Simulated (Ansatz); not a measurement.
**AlB2-type CoSi₂: a workflow**

Computed with Ansatz (plane waves, PAW, 420 eV cutoff): PBEsol, scalar-relativistic, collinear spin, Γ-centred 10×10×12 mesh, 0.05 eV Gaussian smearing. The datasets are Ansatz's generated set soft_2.

The start was a prototype's sites filled with these elements. The Crystallography Open Database lists the compound in space group Fm-3m, so this is a trial structure.

Starting cell:

```
Co Si
1.0
     3.49931    0.00000    0.00000
    -1.74965    3.03049    0.00000
     0.00000    0.00000    3.78892
Co Si
1 2
Cartesian
  0.0000 0.0000 0.0000
  0.0000 2.0203 1.8945
  1.7497 1.0102 1.8945
```

Starting moments (μB, in the order of the atoms): 1.5, 0.0, 0.0.

The runs in order:

```
run   level    k-mesh                    kind  V (Å³/atom)  P (GPa)  E − E(final) (meV/atom)  gap on the mesh (eV)
  1  PBEsol   10×10×8  cell and atoms relaxed        12.15      0.0                      8.0                 metal
  2  PBEsol  10×10×12  cell and atoms relaxed        12.12      0.0                      0.0                 metal
```

The cell is relaxed to zero pressure at this level.

The final structure (symmetry read at 0.01 Å). The structure is hexagonal, space group P6/mmm (No. 191). The conventional cell has a = 4.118 Å, b = 4.118 Å, c = 2.476 Å, α = 90.00°, β = 90.00°, γ = 120.00°. Co (site symmetry 6/mmm) is surrounded by 2 Co at 2.48 Å and 12 Si at 2.68 Å. Si (site symmetry -6m2) has 5 Si at 2.38 to 2.48 Å and 6 Co at 2.68 Å as nearest neighbours. (Shells end 15 % past the nearest neighbour.)

At the final geometry the gap, band path included, is zero (metallic) and no site carries a moment. Against the elements' standard states, run alike and uncorrected, the formation energy is 0.23 eV/atom, so this structure is unstable against them at this level. The runs in the table took roughly 7 core-minutes.

**What lies behind the numbers.**

The calculation's cell holds 25 valence electrons, an odd number. Without magnetic order each band takes two, so one stays part-filled and the crystal must be a metal. (Only strong correlation, outside this picture, could make a Mott insulator of it.)

The starting moments died out; a magnetic state reached from other starts isn't excluded.
